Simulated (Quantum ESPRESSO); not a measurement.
Runs of Quantum ESPRESSO 7.5 on KI. The structure is cubic, space group Fm-3m (No. 225). Conventional cell: a = 7.066 Å, b = 7.066 Å, c = 7.066 Å, α = 90.00°, β = 90.00°, γ = 90.00°. I (site symmetry m-3m) has 6 K at 3.53 Å as nearest neighbours. Around K (site symmetry m-3m) lie 6 I at 3.53 Å. 

```tsv
task	level	potentials or basis	spin	cutoff (eV)	form of the LDA correlation	gap on the mesh (eV)	pressure (GPa)	V0 of scaled cells (Å³/atom)	B0 (GPa)
band structure	vdW-DF3-opt2	PseudoDojo 0.4.1 SR PBE standard	off	1007	-	3.76	(d)	-	-
band structure	PBEsol	PseudoDojo 0.4 FR PBEsol standard	SOC, no magnetisation	1007	-	3.49	-0.3	-	-
band structure	rev-vdW-DF2	PseudoDojo 0.4.1 SR PBE standard	off	1007	-	(c)	(a)	-	-
equation of state	PBEsol	PseudoDojo 0.4.1 SR PBEsol standard	off	1007	-	-	-	(b)	12
band structure	LDA	PseudoDojo 0.4.1 SR LDA stringent	off	1034	PW92	3.60	-1.3	-	-
equation of state	AM05	PseudoDojo 0.4.1 SR PBE standard	off	1007	-	-	-	45.89	10
```

Alike in all rows: cell as given; k mesh 7 × 7 × 7; smearing fermi-dirac 0.05 eV.

Task: Estimate the missing entries.

Result: (a) -0.1; (b) 42.99; (c) 3.81; (d) -0.4.

Caveats: the potentials were made for another functional, which shifts forces and pressure (some runs); spin-orbit coupling is left out, which moves the levels of the heavy elements (some runs); some levels on the path didn't converge (some runs).

A k mesh can miss the band edges, and rows without SOC leave out spin-orbit coupling on I.

The runs don't all hold the same shells in valence.
